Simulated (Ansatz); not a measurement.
**ZnO (zincite): equation of state with exchange-only PBE**

The system is ZnO (zincite).

```xyz
4
Lattice="3.2493 0.0000 0.0000 -1.6247 2.8140 0.0000 0.0000 0.0000 5.2057" Properties=species:S:1:pos:R:3 pbc="T T T"
Zn    1.6247    0.9380    0.0000
Zn    0.0000    1.8760    2.6029
O     0.0000    1.8760    4.5759
O     1.6247    0.9380    1.9730
```

| Property | Result |
| --- | --- |
| Program | Ansatz 0.2.0 |
| Task | equation of state |
| Functional | exchange-only PBE |
| Potentials or basis | Ansatz PAW |
| Cutoff | 420 eV |
| Density cutoff | 1680 eV |
| k mesh | 9 × 9 × 5 |
| Occupations | fermi-dirac, width 0.05 eV |
| Spin | no spin polarisation |

```json
{
  "Equilibrium volume": "outside the volumes run"
}
```

Energy against volume, from the lowest point:
```tsv
volume (Å³/atom)	energy (meV/atom)
11.186	188.42
11.424	142.78
11.662	103.59
11.900	70.22
12.138	42.17
12.376	18.92
12.614	0.00
```

All runs of the series together: 16 s on 2 threads of Arm Neoverse V1, on a shared host.

Caveat: the potentials were made for another functional, which shifts forces and pressure.
